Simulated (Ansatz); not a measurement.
# Se: the cost of one run

Computed with Ansatz 0.2.0 (DFT PBE, scalar-relativistic, plane waves, PAW, unless a step's input says otherwise).

## 1. The system as given

Symmetry: R-3m, No. 166, trigonal system. The conventional cell has a = 3.536 Å, b = 3.536 Å, c = 27.233 Å, α = 90.00°, β = 90.00°, γ = 120.00°. Around Se (site symmetry -3m) lie 6 Se at 2.56 Å. Around Se (site symmetry 3m) lie 6 Se at 2.42 to 2.65 Å. Se (site symmetry -3m) has 6 Se at 2.42 Å as nearest neighbours. Around Se (site symmetry 3m) lie 6 Se at 2.56 to 2.65 Å.

Coordinates:

```xyz
6
Lattice="1.7678 1.0206 9.0776 -1.7678 1.0206 9.0776 0.0000 -2.0412 9.0776" Properties=species:S:1:pos:R:3 pbc="T T T"
Se    0.0000    0.0000   13.6165
Se    0.0000    0.0000   16.8493
Se    0.0000    0.0000   10.3836
Se    0.0000    0.0000    0.0000
Se    0.0000    0.0000   21.1501
Se    0.0000    0.0000    6.0829
```

Recipe of the guess: 6-connected net of one element (R-3m, No. 166). Its size is a rough estimate.

## 2. A first look at the guess

File input.yaml:

```yaml
crystal:
  lattice:
    - [1.76776943, 1.02062216, 9.0776346]
    - [-1.76776943, 1.02062216, 9.0776346]
    - [0.0, -2.04124432, 9.0776346]
  atoms:
    - { symbol: Se, position: [0.5, 0.5, 0.5] }
    - { symbol: Se, position: [0.61870998, 0.61870998, 0.61870998] }
    - { symbol: Se, position: [0.38129002, 0.38129002, 0.38129002] }
    - { symbol: Se, position: [0.0, 0.0, 0.0] }
    - { symbol: Se, position: [0.776636, 0.776636, 0.776636] }
    - { symbol: Se, position: [0.223364, 0.223364, 0.223364] }
basis:
  ecutwfc: 420
kpoints:
  mp_grid: { grid: [6, 6, 6] }
hamiltonian:
  xc: pbe
scf:
  occupations: { method: gaussian, width: 0.1 }
  lower_state_search: "off"
output:
  forces: true
  stress: true
  eigenvalues: true
```

Command:

```bash
> ansatz run input.yaml --threads 1 --pin off --max-ram 2560MiB --backend cpu --events-out ev --progress --plain --runs-dir out
```

**Question.** How long does this run take on 1 thread of Arm Neoverse V1, shared host, and how much memory does it need?

About 11 s, with a peak of 0.41 GiB.
